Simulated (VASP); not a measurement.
I: single point with PBE

I:

```
I
1.0
    -2.08938    2.08938    2.08938
     2.08938   -2.08938    2.08938
     2.08938    2.08938   -2.08938
I
1
Direct
  0.00000 0.00000 0.00000
```

The real solid is made of molecules; this cell is a model form.

- Program: VASP 6.6.1
- Task: single point
- Functional: PBE
- Potentials or basis: VASP PAW PBE potentials, release 64 (I_GW)
- Cutoff: 450 eV
- k mesh: 5 × 5 × 5
- Occupations: gaussian, width 0.02 eV
- Spin: no spin polarisation
- Further INCAR settings: ALGO = Normal; EDIFF = 1e-06; NBANDS = 10

* Pressure: -1.0 GPa
* Band gap on the k mesh: none (metal or under the smearing width)

Levels at points of the mesh, in eV from the Fermi level:
| k point | band 1 | band 2 | band 3 | band 4 | band 5 | band 6 | band 7 | band 8 | band 9 |
| --- | --- | --- | --- | --- | --- | --- | --- | --- | --- |
| (0.00, 0.00, 0.00) | -13.41 | 0.67 | 0.67 | 0.67 | 6.68 | 9.80 | 9.80 | 9.80 | 12.08 |

Run time: 3.8 s on 1 thread of Intel(R) Xeon(R) 6975P-C (Granite Rapids), on a shared host, peak memory 0.14 GiB.

Caveat: the k mesh is coarse (spacing up to 0.43 Å⁻¹), so the values aren't converged; an odd number of electrons without spin polarisation forces a metal; a magnetic or distorted state may lie lower. Spin-orbit coupling is left out, which matters for the levels of I.
